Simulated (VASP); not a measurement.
# KI (Fm-3m) in VASP: further runs

One crystal, KI, is run at these levels: PBE; tasks: single point.

Everything below comes from runs of VASP 6.6.1. Logs are shortened: lines on timing, memory, paths and dates and some standing lists are left out, and cuts for length are marked.

## 1. Starting point

Symmetry: Fm-3m, No. 225, cubic system. Conventional cell: a = 7.066 Å, b = 7.066 Å, c = 7.066 Å, α = 90.00°, β = 90.00°, γ = 90.00°. I (site symmetry m-3m) has 6 K at 3.53 Å as nearest neighbours. K (site symmetry m-3m) has 6 I at 3.53 Å as nearest neighbours.

## 2. Single point, PBE

INCAR reads:

```
PREC = Accurate
ENCUT = 450
EDIFF = 1E-6
ISMEAR = 0
SIGMA = 0.05
LREAL = False
LASPH = True
NELM = 100
ALGO = Normal
ISIF = 2
LWAVE = False
LCHARG = False
GGA = PE
NBANDS = 15
ADDGRID = False
```

KPOINTS reads:

```
regular mesh
0
Gamma
  6 6 6
```

POSCAR reads:

```
KI
1.0
    0.0000000000      3.5327750000      3.5327750000
    3.5327750000      0.0000000000      3.5327750000
    3.5327750000      3.5327750000      0.0000000000
I K
1 1
Direct
    0.5000000000      0.5000000000      0.5000000000
    0.0000000000      0.0000000000      0.0000000000
```

Potentials or basis: VASP PAW PBE potentials, release 64 (I, K_sv).

On the command line:

```
cat potpaw_PBE.64/I/POTCAR potpaw_PBE.64/K_sv/POTCAR > POTCAR
mpirun -np 1 vasp_std > vasp.out
```

OUTCAR:

```text
PREC = Accurate
   ENCUT = 450
   EDIFF = 1E-6
   ISMEAR = 0
   LREAL = False
   LASPH = True
   NELM = 100
   ISIF = 2
   GGA = PE

 Found     16 irreducible k-points:

 Following reciprocal coordinates:
            Coordinates               Weight
  0.000000  0.000000  0.000000      1.000000
  0.166667  0.000000  0.000000      8.000000
  0.333333  0.000000  0.000000      8.000000
  0.500000  0.000000  0.000000      4.000000
  0.166667  0.166667  0.000000      6.000000
  0.333333  0.166667  0.000000     24.000000
   k-points           NKPTS =     16   k-points in BZ     NKDIM =     16   number of bands    NBANDS=     15
   number of dos      NEDOS =    301   number of ions     NIONS =      2
   total plane-waves  NPLWV =  46656
   dimension x,y,z NGX =    36 NGY =   36 NGZ =   36
   dimension x,y,z NGXF=    72 NGYF=   72 NGZF=   72
   ions per type =               1   1
   NGX,Y,Z   is equivalent  to a cutoff of  11.98, 11.98, 11.98 a.u.
   NGXF,Y,Z  is equivalent  to a cutoff of  23.96, 23.96, 23.96 a.u.
 SYSTEM =  unknown system
   PREC   = accura    normal or accurate (medium, high low for compatibility)
   ISTART =      0    job   : 0-new  1-cont  2-samecut
   ICHARG =      2    charge: 1-file 2-atom 10-const
   ISPIN  =      1    spin polarized calculation?
   LNONCOLLINEAR =      F non collinear calculations
   LSORBIT =      F    spin-orbit coupling
   LASPH  =      T    aspherical Exc in radial PAW
   ENCUT  =  450.0 eV  33.07 Ry    5.75 a.u.   8.64  8.64  8.64*2*pi/ulx,y,z
   NELM   =    100;   NELMIN=  2; NELMDL= -5     # of ELM steps
   EDIFF  = 0.1E-05   stopping-criterion for ELM
   LREAL  =      F    real-space projection
   EDIFFG = 0.1E-04   stopping-criterion for IOM
   NSW    =      0    number of steps for IOM
   IBRION =     -1    ionic relax: 0-MD 1-quasi-New 2-CG
   NFREE  =      0    steps in history (QN), initial steepest desc. (CG)
   ISIF   =      2    stress and relaxation
   ISYM   =      2    0-nonsym 1-usesym 2-fastsym
   POTIM  = 0.5000    time-step for ionic-motion
   TEBEG  =    0.0;   TEEND  =   0.0 temperature during run
   PSTRESS=    0.0 pullay stress
   NELECT =      16.0000    total number of electrons
   NUPDOWN=      -1.0000    fix difference up-down
   EMIN   =  10.00;   EMAX   =-10.00  energy-range for DOS
   EFERMI =   0.00;   METHOD = LEGACY
   ISMEAR =     0;   SIGMA  =   0.05  broadening in eV -4-tet -1-fermi 0-gaus
   EFERMI_NEDOS =   21; number of points for ismear=-14 and -15
   IALGO  =     38    algorithm
   IMIX   =      4    mixing-type and parameters
     AMIX     =   0.40;   BMIX     =  1.00
     AMIX_MAG =   1.60;   BMIX_MAG =  1.00
  volume/ion in A,a.u.               =      44.09       297.54
  Fermi-wavevector in a.u.,A,eV,Ry     =   0.926806  1.751409 11.686988  0.858969
  Thomas-Fermi vector in A             =   2.052808
   LORBIT       =      0    0 simple, 1 ext, 2 COOP (PROOUT), +10 PAW based schemes
   GGA     = PE    functional components
   LHFCALC =     F    Hartree Fock is set to
   AEXX    =    0.0000 exact exchange contribution
   IVDW    =     0    specifies the selected vdW correction
   LEPSILON=     F    determine dielectric tensor
   LRPA    =     F    only Hartree local field effects (RPA)
 non-spin polarized calculation
 Gauss-broadening in eV      SIGMA  =   0.05
  energy-cutoff  :      450.00
  volume of cell :       88.18
 maximum number of plane-waves:      1932
 NGX is ok and might be reduce to    36
   NGX = 17   NGY = 17   NGZ = 17

 number of electron      16.0000000 magnetization

 Free energy of the ion-electron system (eV)
  ---------------------------------------------------
  ext. energy  EPLUGINS =         0.00000000
  ---------------------------------------------------
  free energy    TOTEN  =        -5.55621865 eV

  energy without entropy =       -5.55621865  energy(sigma->0) =       -5.55621865

 E-fermi :  -0.1085     XC(G=0):  -7.1780

 val. band max:       -0.4158550975   @ k =   0.0000   0.0000   0.0000
 cond. band min:       3.5464393244   @ k =   0.0000   0.0000   0.0000
 fundamental gap:      3.9622944220
 Fermi energy:        -0.1084586976

 k-point     1 :       0.0000    0.0000    0.0000
  band No.  band energies     occupation
      1     -28.9179      2.00000
      2     -12.4050      2.00000
      3     -12.4050      2.00000
      4     -12.4050      2.00000
      5     -10.9179      2.00000
      6      -0.4159      2.00000
      7      -0.4159      2.00000
      8      -0.4159      2.00000
      9       3.5464      0.00000
     10       6.0811      0.00000
     11       6.0811      0.00000
     12       6.0811      0.00000
     13       6.7982      0.00000
     14       6.7982      0.00000
     15       9.3718      0.00000

 k-point     2 :       0.1667    0.0000    0.0000
  band No.  band energies     occupation
      1     -28.9174      2.00000
      2     -12.4456      2.00000
      3     -12.4056      2.00000
      4     -12.4056      2.00000
      5     -10.8455      2.00000
      6      -0.8338      2.00000
      7      -0.5062      2.00000
      8      -0.5062      2.00000
      9       4.1697      0.00000
     10       6.0019      0.00000
     11       6.3720      0.00000
     12       6.3720      0.00000
     13       7.1156      0.00000
     14       7.1156      0.00000
     15      10.2409      0.00000
[... 41 lines left out ...]
      3     -12.4095      2.00000
      4     -12.4095      2.00000
      5     -10.8362      2.00000
      6      -0.9073      2.00000
      7      -0.5251      2.00000
      8      -0.5251      2.00000
      9       4.3104      0.00000
     10       5.5094      0.00000
     11       6.7329      0.00000
     12       6.7329      0.00000
     13       6.9811      0.00000
     14       7.3711      0.00000
     15      10.4684      0.00000

 k-point     6 :       0.3333    0.1667    0.0000
  band No.  band energies     occupation
      1     -28.9164      2.00000
      2     -12.4866      2.00000
      3     -12.4124      2.00000
      4     -12.4113      2.00000
      5     -10.7487      2.00000
      6      -1.3095      2.00000
      7      -0.7043      2.00000
      8      -0.6546      2.00000
      9       5.0334      0.00000
     10       5.5576      0.00000
     11       7.2372      0.00000
     12       7.2727      0.00000
     13       7.7408      0.00000
     14       7.8496      0.00000
     15       9.6171      0.00000

 [... further k-points ...]
[... 5 lines left out ...]
  --------------------------------------------------------------------------------------
  -------------------------------------------------------------------------------------
  Total        0.3443726      0.3443726      0.3443726     -0.0000000     -0.0000000      0.0000000
  in kB        6.2569297      6.2569297      6.2569297     -0.0000000     -0.0000000      0.0000000
  external PRESSURE =       6.2569297 kB  Pullay stress =       0.0000000 kB

 VOLUME and BASIS-vectors are now :
 -----------------------------------------------------------------------------
  energy-cutoff  :      450.00
  volume of cell :       88.18
      direct lattice vectors                 reciprocal lattice vectors
     0.000000000  3.532775000  3.532775000    -0.141531799  0.141531799  0.141531799
     3.532775000  0.000000000  3.532775000     0.141531799 -0.141531799  0.141531799
     3.532775000  3.532775000  0.000000000     0.141531799  0.141531799 -0.141531799

 POSITION                                       TOTAL-FORCE (eV/Angst)
 -----------------------------------------------------------------------------------
      3.53277      3.53277      3.53277         0.000000     -0.000000      0.000000
      0.00000      0.00000      0.00000         0.000000      0.000000     -0.000000
 -----------------------------------------------------------------------------------
    total drift:                                0.000000      0.000000      0.000000

  FREE ENERGIE OF THE ION-ELECTRON SYSTEM (eV)
  ---------------------------------------------------
  free  energy   TOTEN  =        -5.5562186533 eV

  energy  without entropy=       -5.5562186533  energy(sigma->0) =       -5.55621865
```

OSZICAR:

```text
N       E                     dE             d eps       ncg     rms          rms(c)
DAV:   1     0.825675340101E+02    0.82568E+02   -0.60100E+03   480   0.812E+02
DAV:   2    -0.292470849214E+00   -0.82860E+02   -0.78265E+02   620   0.198E+02
DAV:   3    -0.535810636627E+01   -0.50656E+01   -0.50409E+01   675   0.433E+01
DAV:   4    -0.563548957092E+01   -0.27738E+00   -0.27729E+00   809   0.888E+00
DAV:   5    -0.563713917618E+01   -0.16496E-02   -0.16496E-02   644   0.742E-01    0.307E+00
DAV:   6    -0.555440178370E+01    0.82737E-01   -0.94609E-02   641   0.177E+00    0.220E+00
DAV:   7    -0.555047498429E+01    0.39268E-02   -0.11281E-01   634   0.168E+00    0.785E-01
DAV:   8    -0.555557198606E+01   -0.50970E-02   -0.11961E-02   536   0.698E-01    0.131E-01
DAV:   9    -0.555605848689E+01   -0.48650E-03   -0.91739E-04   648   0.176E-01    0.784E-02
DAV:  10    -0.555617232298E+01   -0.11384E-03   -0.11606E-04   587   0.571E-02    0.210E-02
DAV:  11    -0.555621898843E+01   -0.46665E-04   -0.60978E-05   564   0.452E-02    0.193E-02
DAV:  12    -0.555621865331E+01    0.33512E-06   -0.26768E-06   633   0.127E-02
   1 F= -.55562187E+01 E0= -.55562187E+01  d E =-.150667E-19
```

stdout:

```text
POSCAR found type information on POSCAR I K
 POSCAR found :  2 types and       2 ions
 scaLAPACK will be used
 LDA part: xc-table for (Slater+PW92), standard interpolation
 POSCAR, INCAR and KPOINTS ok, starting setup
 FFT: planning ... GRIDC
 FFT: planning ... GRID_SOFT
 FFT: planning ... GRID
 WAVECAR not read
 entering main loop
```

Wall time 16 s (1 thread of Intel Xeon Platinum 8259CL at 2.50GHz (Skylake/Cascade Lake), shared host); peak memory 0.2 GiB.

These settings aren't checked as converged: the numbers below hold their error.

What came out:

```
Free energy            : -5.5562 eV
Pressure               : 0.6 GPa
Band gap on the k mesh : 3.96 eV, direct
```

Caveat: spin-orbit coupling is left out, which moves the levels of the heavy elements.

## 3. Single point, PBE

INCAR: that of step 2 with these lines changed.

```diff
@@ -1,3 +1,3 @@
 PREC = Accurate
-ENCUT = 450
+ENCUT = 700
 EDIFF = 1E-6
```

KPOINTS reads:

```
regular mesh
0
Gamma
  5 5 5
```

POSCAR is that of step 2.

Potentials or basis: VASP PAW PBE potentials, release 64 (I, K_sv).

On the command line:

```
cat potpaw_PBE.64/I/POTCAR potpaw_PBE.64/K_sv/POTCAR > POTCAR
mpirun -np 1 vasp_std > vasp.out
```

It took 26 s on 1 thread of Intel Xeon Platinum 8259CL at 2.50GHz (Skylake/Cascade Lake), shared host; peak memory 0.32 GiB.

The run converged, but some of its settings lie outside the range that counts as converged, so its numbers aren't taken as properties of the crystal.

What came out:

* Free energy: -5.5565 eV
* Pressure: 0.6 GPa
* Band gap on the k mesh: 3.96 eV, direct

Caveat: spin-orbit coupling is left out, which moves the levels of the heavy elements.

## 4. Single point, PBE

INCAR: that of step 3 with these lines changed.

```diff
@@ -1,3 +1,3 @@
 PREC = Accurate
-ENCUT = 700
+ENCUT = 300
 EDIFF = 1E-6
```

KPOINTS reads:

```
regular mesh
0
Gamma
  8 8 8
```

POSCAR is that of step 3.

Potentials or basis: VASP PAW PBE potentials, release 64 (I, K_sv).

On the command line:

```
cat potpaw_PBE.64/I/POTCAR potpaw_PBE.64/K_sv/POTCAR > POTCAR
mpirun -np 1 vasp_std > vasp.out
```

OUTCAR:

```text
PREC = Accurate
   ENCUT = 300
   EDIFF = 1E-6
   ISMEAR = 0
   LREAL = False
   LASPH = True
   NELM = 100
   ISIF = 2
   GGA = PE

 Found     29 irreducible k-points:

 Following reciprocal coordinates:
            Coordinates               Weight
  0.000000  0.000000  0.000000      1.000000
  0.125000  0.000000  0.000000      8.000000
  0.250000  0.000000  0.000000      8.000000
  0.375000  0.000000  0.000000      8.000000
  0.500000  0.000000  0.000000      4.000000
  0.125000  0.125000  0.000000      6.000000
   k-points           NKPTS =     29   k-points in BZ     NKDIM =     29   number of bands    NBANDS=     15
   number of dos      NEDOS =    301   number of ions     NIONS =      2
   total plane-waves  NPLWV =  21952
   dimension x,y,z NGX =    28 NGY =   28 NGZ =   28
   dimension x,y,z NGXF=    56 NGYF=   56 NGZF=   56
   ions per type =               1   1
   NGX,Y,Z   is equivalent  to a cutoff of   9.32,  9.32,  9.32 a.u.
   NGXF,Y,Z  is equivalent  to a cutoff of  18.63, 18.63, 18.63 a.u.
 SYSTEM =  unknown system
   PREC   = accura    normal or accurate (medium, high low for compatibility)
   ISTART =      0    job   : 0-new  1-cont  2-samecut
   ICHARG =      2    charge: 1-file 2-atom 10-const
   ISPIN  =      1    spin polarized calculation?
   LNONCOLLINEAR =      F non collinear calculations
   LSORBIT =      F    spin-orbit coupling
   LASPH  =      T    aspherical Exc in radial PAW
   ENCUT  =  300.0 eV  22.05 Ry    4.70 a.u.   7.06  7.06  7.06*2*pi/ulx,y,z
   NELM   =    100;   NELMIN=  2; NELMDL= -5     # of ELM steps
   EDIFF  = 0.1E-05   stopping-criterion for ELM
   LREAL  =      F    real-space projection
   EDIFFG = 0.1E-04   stopping-criterion for IOM
   NSW    =      0    number of steps for IOM
   IBRION =     -1    ionic relax: 0-MD 1-quasi-New 2-CG
   NFREE  =      0    steps in history (QN), initial steepest desc. (CG)
   ISIF   =      2    stress and relaxation
   ISYM   =      2    0-nonsym 1-usesym 2-fastsym
   POTIM  = 0.5000    time-step for ionic-motion
   TEBEG  =    0.0;   TEEND  =   0.0 temperature during run
   PSTRESS=    0.0 pullay stress
   NELECT =      16.0000    total number of electrons
   NUPDOWN=      -1.0000    fix difference up-down
   EMIN   =  10.00;   EMAX   =-10.00  energy-range for DOS
   EFERMI =   0.00;   METHOD = LEGACY
   ISMEAR =     0;   SIGMA  =   0.05  broadening in eV -4-tet -1-fermi 0-gaus
   EFERMI_NEDOS =   21; number of points for ismear=-14 and -15
   IALGO  =     38    algorithm
   IMIX   =      4    mixing-type and parameters
     AMIX     =   0.40;   BMIX     =  1.00
     AMIX_MAG =   1.60;   BMIX_MAG =  1.00
  volume/ion in A,a.u.               =      44.09       297.54
  Fermi-wavevector in a.u.,A,eV,Ry     =   0.926806  1.751409 11.686988  0.858969
  Thomas-Fermi vector in A             =   2.052808
   LORBIT       =      0    0 simple, 1 ext, 2 COOP (PROOUT), +10 PAW based schemes
   GGA     = PE    functional components
   LHFCALC =     F    Hartree Fock is set to
   AEXX    =    0.0000 exact exchange contribution
   IVDW    =     0    specifies the selected vdW correction
   LEPSILON=     F    determine dielectric tensor
   LRPA    =     F    only Hartree local field effects (RPA)
 non-spin polarized calculation
 Gauss-broadening in eV      SIGMA  =   0.05
  energy-cutoff  :      300.00
  volume of cell :       88.18
 maximum number of plane-waves:      1056
   NGX = 15   NGY = 15   NGZ = 15

 number of electron      16.0000002 magnetization

 Free energy of the ion-electron system (eV)
  ---------------------------------------------------
  ext. energy  EPLUGINS =         0.00000000
  ---------------------------------------------------
  free energy    TOTEN  =        -5.55595009 eV

  energy without entropy =       -5.55595009  energy(sigma->0) =       -5.55595009

 E-fermi :  -0.1368     XC(G=0):  -7.1781

 val. band max:       -0.4153442632   @ k =   0.0000   0.0000   0.0000
 cond. band min:       3.5481233394   @ k =   0.0000   0.0000   0.0000
 fundamental gap:      3.9634676026
 Fermi energy:        -0.1367854837

 k-point     1 :       0.0000    0.0000    0.0000
  band No.  band energies     occupation
      1     -28.9195      2.00000
      2     -12.4048      2.00000
      3     -12.4048      2.00000
      4     -12.4048      2.00000
      5     -10.9171      2.00000
      6      -0.4153      2.00000
      7      -0.4153      2.00000
      8      -0.4153      2.00000
      9       3.5481      0.00000
     10       6.0813      0.00000
     11       6.0813      0.00000
     12       6.0813      0.00000
     13       6.7976      0.00000
     14       6.7976      0.00000
     15       9.3742      0.00000
[... 73 lines left out ...]
 k-point     6 :       0.1250    0.1250    0.0000
  band No.  band energies     occupation
      1     -28.9191      2.00000
      2     -12.4295      2.00000
      3     -12.4072      2.00000
      4     -12.4072      2.00000
      5     -10.8652      2.00000
      6      -0.7351      2.00000
      7      -0.4811      2.00000
      8      -0.4811      2.00000
      9       4.0282      0.00000
     10       5.7163      0.00000
     11       6.4549      0.00000
     12       6.4549      0.00000
     13       6.9025      0.00000
     14       7.1449      0.00000
     15      10.0423      0.00000

 [... further k-points ...]
[... 5 lines left out ...]
  --------------------------------------------------------------------------------------
  -------------------------------------------------------------------------------------
  Total        0.2806652      0.2806652      0.2806652     -0.0000000     -0.0000000      0.0000000
  in kB        5.0994256      5.0994256      5.0994256     -0.0000000     -0.0000000      0.0000000
  external PRESSURE =       5.0994256 kB  Pullay stress =       0.0000000 kB

 VOLUME and BASIS-vectors are now :
 -----------------------------------------------------------------------------
  energy-cutoff  :      300.00
  volume of cell :       88.18
      direct lattice vectors                 reciprocal lattice vectors
     0.000000000  3.532775000  3.532775000    -0.141531799  0.141531799  0.141531799
     3.532775000  0.000000000  3.532775000     0.141531799 -0.141531799  0.141531799
     3.532775000  3.532775000  0.000000000     0.141531799  0.141531799 -0.141531799

 POSITION                                       TOTAL-FORCE (eV/Angst)
 -----------------------------------------------------------------------------------
      3.53277      3.53277      3.53277         0.000000     -0.000000     -0.000000
      0.00000      0.00000      0.00000        -0.000000      0.000000      0.000000
 -----------------------------------------------------------------------------------
    total drift:                                0.000000      0.000000      0.000000

  FREE ENERGIE OF THE ION-ELECTRON SYSTEM (eV)
  ---------------------------------------------------
  free  energy   TOTEN  =        -5.5559500888 eV

  energy  without entropy=       -5.5559500888  energy(sigma->0) =       -5.55595009
```

Wall time 14 s (1 thread of Intel Xeon Platinum 8259CL at 2.50GHz (Skylake/Cascade Lake), shared host); peak memory 0.16 GiB.

The run converged, but some of its settings lie outside the range that counts as converged, so its numbers aren't taken as properties of the crystal.

What came out:

| Quantity | Value |
| --- | --- |
| Free energy | -5.5560 eV |
| Pressure | 0.5 GPa |
| Band gap on the k mesh | 3.96 eV, direct |

Caveat: the cutoff is under 1.25 times the usual one of these potentials, so pressure, stress and relaxed cells hold a basis-set (Pulay) error; spin-orbit coupling is left out, which moves the levels of the heavy elements.

## 5. Single point, PBE

INCAR: that of step 4 with these lines changed.

```diff
@@ -1,3 +1,3 @@
 PREC = Accurate
-ENCUT = 300
+ENCUT = 550
 EDIFF = 1E-6
```

KPOINTS reads:

```
regular mesh
0
Gamma
  6 6 6
```

POSCAR is that of step 4.

On the command line:

```
cat potpaw_PBE.64/I/POTCAR potpaw_PBE.64/K_sv/POTCAR > POTCAR
mpirun -np 1 vasp_std > vasp.out
```

Run time: 21 s. Hardware: 1 thread of Intel Xeon Platinum 8259CL at 2.50GHz (Skylake/Cascade Lake), shared host; peak memory 0.23 GiB.

These settings aren't checked as converged: the numbers below hold their error.

What came out:

```yaml
Free_energy: -5.5564 eV
Pressure: 0.6 GPa
Band_gap_on_the_k_mesh: 3.96 eV, direct
```

Caveat: spin-orbit coupling is left out, which moves the levels of the heavy elements.

## 6. Single point, PBE

INCAR: that of step 5 with these lines changed.

```diff
@@ -1,3 +1,3 @@
 PREC = Accurate
-ENCUT = 550
+ENCUT = 350
 EDIFF = 1E-6
```

KPOINTS reads:

```
regular mesh
0
Gamma
  8 8 8
```

POSCAR is that of step 5.

Potentials or basis: VASP PAW PBE potentials, release 64 (I, K_sv).

On the command line:

```
cat potpaw_PBE.64/I/POTCAR potpaw_PBE.64/K_sv/POTCAR > POTCAR
mpirun -np 1 vasp_std > vasp.out
```

Wall time 19 s (1 thread of Intel Xeon Platinum 8259CL at 2.50GHz (Skylake/Cascade Lake), shared host); peak memory 0.17 GiB.

The run converged, but some of its settings lie outside the range that counts as converged, so its numbers aren't taken as properties of the crystal.

Results:

- Free energy: -5.5561 eV
- Pressure: 0.6 GPa
- Band gap on the k mesh: 3.96 eV, direct

Caveat: spin-orbit coupling is left out, which moves the levels of the heavy elements.
